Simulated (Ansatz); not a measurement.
# AlN: a sublattice displacement scan

Aim: for AlN, map the energy as every Al atom is pushed off its site.

Program: Ansatz 0.2.0. Level of theory: DFT r2SCAN, scalar-relativistic, plane waves, PAW. These are calculated values, not measurements.

## 1. The system as given

The structure is cubic, space group F-43m (No. 216). The conventional cell has a = 4.368 Å, b = 4.368 Å, c = 4.368 Å, α = 90.00°, β = 90.00°, γ = 90.00°. Al (site symmetry -43m) has 4 N at 1.89 Å as nearest neighbours. N (site symmetry -43m) is surrounded by 4 Al at 1.89 Å.

As a file:

```cif
data_structure
_symmetry_space_group_name_H-M 'P 1'
_symmetry_Int_Tables_number 1
_cell_length_a 3.0886
_cell_length_b 3.0886
_cell_length_c 3.0886
_cell_angle_alpha 60.000
_cell_angle_beta 60.000
_cell_angle_gamma 60.000
_cell_volume 20.83
loop_
_atom_site_label
_atom_site_type_symbol
_atom_site_fract_x
_atom_site_fract_y
_atom_site_fract_z
_atom_site_occupancy
Al1 Al 0.00000 0.00000 0.00000 1
N1 N 0.75000 0.75000 0.75000 1
```

It goes back to an entry of the Materials Project, which need not be the stable form.

The cell is taken as given, not relaxed at this level.

## 2. The reference cell

The reference gives a free energy of -928.4372 eV, pressure 0.26 GPa, largest force 0.000 eV/Å and gap on the mesh 3.94 eV. It was computed beforehand with the settings of the runs below.

## 3. The scan: a sublattice displacement scan

Every Al atom is moved by x along the Cartesian unit vector (0.707, -0.707, 0.000); the cell and all other atoms stay fixed. Forces below are components along that vector, summed over the moved atoms.

## 4. x = -0.200 Å

File input.yaml:

```yaml
crystal:
  lattice:
    - [0.0, 2.1839935596, 2.1839935596]
    - [2.1839935596, 0.0, 2.1839935596]
    - [2.1839935596, 2.1839935596, 0.0]
  atoms:
    - { symbol: Al, position: [0.0647535592, -0.0647535592, 0.0] }
    - { symbol: "N", position: [0.75, 0.75, 0.75] }
basis:
  ecutwfc: 500
kpoints:
  mp_grid: { grid: [10, 10, 10] }
hamiltonian:
  xc: r2scan
scf:
  occupations: { method: gaussian, width: 0.05 }
output:
  forces: true
  stress: true
  eigenvalues: true
```

## 5. Point x = 0.150 Å

input.yaml: that of step 4 with these lines changed.

```diff
@@ -6,3 +6,3 @@
   atoms:
-    - { symbol: Al, position: [0.0647535592, -0.0647535592, 0.0] }
+    - { symbol: Al, position: [-0.0485651694, 0.0485651694, 0.0] }
     - { symbol: "N", position: [0.75, 0.75, 0.75] }
```

## 6. x = -0.100 Å

input.yaml: that of step 5 with these lines changed.

```diff
@@ -6,3 +6,3 @@
   atoms:
-    - { symbol: Al, position: [-0.0485651694, 0.0485651694, 0.0] }
+    - { symbol: Al, position: [0.0323767796, -0.0323767796, 0.0] }
     - { symbol: "N", position: [0.75, 0.75, 0.75] }
```

## 7. At x = 0.050 Å

input.yaml: that of step 6 with these lines changed.

```diff
@@ -6,3 +6,3 @@
   atoms:
-    - { symbol: Al, position: [0.0323767796, -0.0323767796, 0.0] }
+    - { symbol: Al, position: [-0.0161883898, 0.0161883898, 0.0] }
     - { symbol: "N", position: [0.75, 0.75, 0.75] }
```

## 8. Point x = 0.175 Å

input.yaml: that of step 7 with these lines changed.

```diff
@@ -6,3 +6,3 @@
   atoms:
-    - { symbol: Al, position: [-0.0161883898, 0.0161883898, 0.0] }
+    - { symbol: Al, position: [-0.0566593643, 0.0566593643, 0.0] }
     - { symbol: "N", position: [0.75, 0.75, 0.75] }
```

## 9. At x = 0.125 Å

input.yaml: that of step 8 with these lines changed.

```diff
@@ -6,3 +6,3 @@
   atoms:
-    - { symbol: Al, position: [-0.0566593643, 0.0566593643, 0.0] }
+    - { symbol: Al, position: [-0.0404709745, 0.0404709745, 0.0] }
     - { symbol: "N", position: [0.75, 0.75, 0.75] }
```

## 10. x = 0.075 Å

input.yaml: that of step 9 with these lines changed.

```diff
@@ -6,3 +6,3 @@
   atoms:
-    - { symbol: Al, position: [-0.0404709745, 0.0404709745, 0.0] }
+    - { symbol: Al, position: [-0.0242825847, 0.0242825847, 0.0] }
     - { symbol: "N", position: [0.75, 0.75, 0.75] }
```

(Steps that only read results are left out.)

Before running it: what results should come out?

As calculated:

| quantity | value |
| --- | --- |
| force constant along x, from the points at -0.100, 0 and 0.050 Å | 15.11 eV/Å² |

The restoring force grows by 15.11 eV/Å per Å near the site. No sampled point lies below the undisturbed cell. The gap on the mesh stays between 3.41 and 3.94 eV.
